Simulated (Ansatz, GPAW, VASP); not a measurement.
**As: programs and potentials compared**

```
As
1.0
     1.88080    1.08588    3.51406
    -1.88080    1.08588    3.51406
     0.00000   -2.17176    3.51406
As
2
Direct
  0.22600 0.22600 0.22600
  0.77400 0.77400 0.77400
```

Alike in all runs: task single point; functional PBEsol; k mesh 9 × 9 × 9; occupations gaussian, width 0.02 eV; no spin polarisation; no spin-orbit coupling. Pressure is positive in compression and, in plane waves, holds the error of the finite cutoff, which Ansatz's Pulay term estimates and takes out.

```tsv
program and potentials	plane-wave cutoff (eV)	notes	pressure (GPa)	largest force (eV/Å)
Ansatz, Ansatz PAW	420	potentials made for PBE, which Ansatz adapts in part; 15 valence electrons an atom on average; Pulay term of +0.02 GPa included	0.30	0.373
VASP, PBE PAW files As, 500 eV	500	potentials made for PBE; 5 valence electrons an atom on average	0.71	0.443
GPAW, PAW data sets generated for this functional	600	5 valence electrons an atom on average	?	?
```

Estimate from the other rows what the run with GPAW, PAW data sets generated for this functional gave.

Pressure 0.52 GPa; largest force 0.428 eV/Å. The other rows, which needn't bracket it: pressure 0.30 to 0.71; largest force 0.373 to 0.443.
